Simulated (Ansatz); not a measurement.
## Smearing, entropy and the zero-width energy in Se

Theory: DFT PBE, scalar-relativistic, plane waves, PAW in Ansatz 0.2.0.

```
Se
1.0
     4.86816    0.00000    0.00000
     0.00000    7.90933    0.00000
     0.00000    0.00000    2.74020
Se
4
Direct
  0.67408 0.40105 0.26384
  0.82592 0.90105 0.73616
  0.32592 0.59895 0.26384
  0.17408 0.09895 0.73616
```

| Property | Result |
| --- | --- |
| plane-wave cutoff | 420 eV |
| Γ-centred k-mesh | 10×6×16 |
| spin treatment | unpolarised |

The same metal under several smearings of width σ, on one mesh. F is the free energy, TS the smearing's entropy term for the cell of 4 atoms, and E = F + TS. Gaussian occupations are ½ erfc[(ε − μ)/σ], and N counts both spins.

```tsv
rule	σ (eV)	F − F(narrowest) (meV/atom)	TS (meV/cell)
Fermi–Dirac	0.01	-0.067	0.605
Fermi–Dirac	0.2	-29.211	246.245
Gaussian	0.01	0.000	0.087
Gaussian	0.1	-0.932	7.078
Gaussian	0.3	-9.180	79.639
```

For a density of states N (both spins) that is flat over the smeared range, TS = Nσ²/2 (Gaussian) and (π²/3)Nσ² (Fermi–Dirac). What N does each run give?

```
       rule  σ (eV) N (states/eV a cell)
Fermi–Dirac    0.01                  1.84
Fermi–Dirac     0.2                  1.87
   Gaussian    0.01                  1.75
   Gaussian     0.1                  1.42
   Gaussian     0.3                  1.77
```

Equal entropy needs σ_Gauss = π√(2/3) σ_FD = 2.57 σ_FD, so a Fermi–Dirac width acts like a Gaussian one 2.57 times as large. At moderate widths N lies between 1.42 and 1.77. The drift shows structure in the density of states within the smeared window (a rise with width points to a dip at the Fermi level, a fall to a peak or a steep flank), or a mesh too coarse for the narrower widths. At the narrowest widths only the few mesh levels within σ of μ count, so N can scatter there.

To second order F = E0 − TS/2 and E = E0 + TS/2. How well does E0 = (E + F)/2 undo the smearing?

| rule | σ (eV) | F − E0(narrowest) (meV/atom) | (E + F)/2 − E0(narrowest) (meV/atom) |
| --- | --- | --- | --- |
| Fermi–Dirac | 0.01 | -0.08 | 0.00 |
| Fermi–Dirac | 0.2 | -29.22 | 1.56 |
| Gaussian | 0.01 | -0.01 | 0.00 |
| Gaussian | 0.1 | -0.94 | -0.06 |
| Gaussian | 0.3 | -9.19 | 0.76 |

At Gaussian 0.3 eV the free energy is off by -9.19 meV/atom and the mean by 0.76. What remains is of order σ⁴ plus the mesh error of the narrowest run, which is no exact reference. Forces and stress are derivatives of F, not of E0, so they keep the σ² error.

This form isn't the element's structure at ambient conditions.

1 further run of this set isn't shown, and 2 didn't finish or converge.